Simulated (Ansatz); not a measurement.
## SiNi3: a bulk modulus from differences

It was relaxed at this level from a cell as deposited in COD.

The calculation used Ansatz 0.2.0, DFT PBE, scalar-relativistic, plane waves, PAW. The final run on the 4-atom cell used 420 eV, a Γ-centred 14×14×14 mesh, 0.10 eV smearing and no spin polarisation.

```cif
data_structure
_symmetry_space_group_name_H-M 'Pm-3m'
_symmetry_Int_Tables_number 221
_cell_length_a 3.5063
_cell_length_b 3.5063
_cell_length_c 3.5063
_cell_angle_alpha 90.000
_cell_angle_beta 90.000
_cell_angle_gamma 90.000
_cell_volume 43.11
loop_
_atom_site_label
_atom_site_type_symbol
_atom_site_symmetry_multiplicity
_atom_site_Wyckoff_symbol
_atom_site_fract_x
_atom_site_fract_y
_atom_site_fract_z
_atom_site_occupancy
Si1 Si 1 a 0.00000 0.00000 0.00000 1
Ni1 Ni 3 c 0.00000 0.50000 0.50000 1
```

The cell was set to several volumes, with shape and atoms relaxed at each where symmetry leaves them free. Pressure is positive in compression, and energies count from the lowest row. No row has a gap on its mesh.

```
row  V (Å³/atom)  P (GPa)  ΔE (meV/atom)
  1        9.484    36.92          131.8
  2        9.807        ?              ?
  3       10.130    15.30           29.0
  4       10.454     6.99            6.8
  5       10.777     0.00            0.0
  6       11.100    -5.89            6.1
  7       11.423   -10.83           23.2
  8       11.855   -16.21           59.9
```

Q: Find B = −V·ΔP/ΔV from rows 4 and 6 and from rows 1 and 3, and from the two its slope B′ and its value B0 at zero pressure.

A: Rows 4 and 6 give −(10.454 + 11.100)/2 × (-5.89 − (6.99))/(11.100 − 10.454) = 214.9 GPa at a mean pressure of 0.55 GPa. Rows 1 and 3 give −(9.484 + 10.130)/2 × (15.30 − (36.92))/(10.130 − 9.484) = 328.2 GPa at a mean pressure of 26.11 GPa. So B′ = (328.2 − 214.9)/(26.11 − (0.55)) = 4.43 and B0 = 214.9 − 4.43 × (0.55) = 212.5 GPa. A third-order Birch–Murnaghan fit to all the energies gives B0 = 213.4 GPa and B′ = 4.7.

Q: Estimate the pressure and energy of row 2.

A: From row 5, V0 = 10.777 × (1 + (0.00)/212.5) = 10.777 Å³/atom. Murnaghan's form P = (B0/B′)·[(V0/V)^B′ − 1] gives (212.5/4.43) × [(10.777/9.807)^4.43 − 1] = 24.88 GPa; the computed pressure is 25.18 GPa, so the estimate is off by -0.30 GPa. The work of compression from row 3, with the mean of the two pressures, gives ΔE = 29.0 + (24.88 + 15.30)/2 × (10.130 − 9.807)/160.2 × 1000 = 69.5 meV/atom (1 eV/Å³ = 160.2 GPa); the computed value is 69.5 meV/atom.

Trial moments died out on the coarse mesh, so the last step has no spin; another magnetic start might hold. All volumes keep the k mesh of the relaxed cell. A later test with randomly moved atoms came back to the same energy, though modes that don't fit the test's cell weren't probed.
